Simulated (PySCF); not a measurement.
Species: C5H12N (charge +1).
Atom-mapped SMILES: `[CH2:1]1[CH2:2][CH2:3][NH2+:4][CH2:5][CH2:6]1` (hydrogens: H7, H8 on C1; H9, H10 on C2; H11, H12 on C3; H13, H14 on N4; H15, H16 on C5; H17, H18 on C6)

Structure optimised with GFN2-xTB, isolated species.

Q: What internal coordinates does the optimisation give?

A: 
```tsv
bond	length (bohr)
C1–C2, C1–C6	2.885
C2–C3, C5–C6	2.876
C3–N4, N4–C5	2.814
C1–H7, C1–H8	2.059
C2–H9 and 3 like bonds	2.061
C3–H11 and 3 like bonds	2.062
N4–H13, N4–H14	1.940
```

Bonds in one row agree within 0.02 bohr and their mean is given. A selection of angles:
```tsv
angle	degrees
C2–C1–C6	110.1
C2–C1–H7	109.8
H7–C1–H8	107.6
C1–C2–C3	110.3
C1–C2–H9	110.2
C3–C2–H9	108.9
H9–C2–H10	107.5
C2–C3–N4	109.2
C2–C3–H11	111.1
C2–C3–H12	110.4
N4–C3–H11	109.1
N4–C3–H12	108.2
H11–C3–H12	108.8
C3–N4–C5	111.7
C3–N4–H13	110.3
C3–N4–H14	108.1
H13–N4–H14	108.2
```

Torsions: C6–C1–C2–C3 -57° (synclinal); C1–C2–C3–N4 58° (synclinal); C2–C3–N4–C5 -61° (synclinal); C3–N4–C5–C6 61° (synclinal); N4–C5–C6–C1 -58° (synclinal); C2–C1–C6–C5 56° (synclinal).

Of the pairs four or more bonds apart, H12···H16 is among the closest relative to their van der Waals radii: 2.44 Å, 101 % of the sum of Bondi's values. N4 (ammonium nitrogen) is tetrahedral (angles from 108.1° to 111.7°). The 6-membered ring C1–C2–C3–N4–C5–C6 has internal angles of 109.2° to 111.7°; it is puckered, 0.24 Å rms from its mean plane, widest ring torsion 61°.

Point group: Cs (every atom within 0.08 Å of its image). Not checked by GFN2-xTB frequencies.

One conformer stands for the species.

The numbers are calculated, not measured.
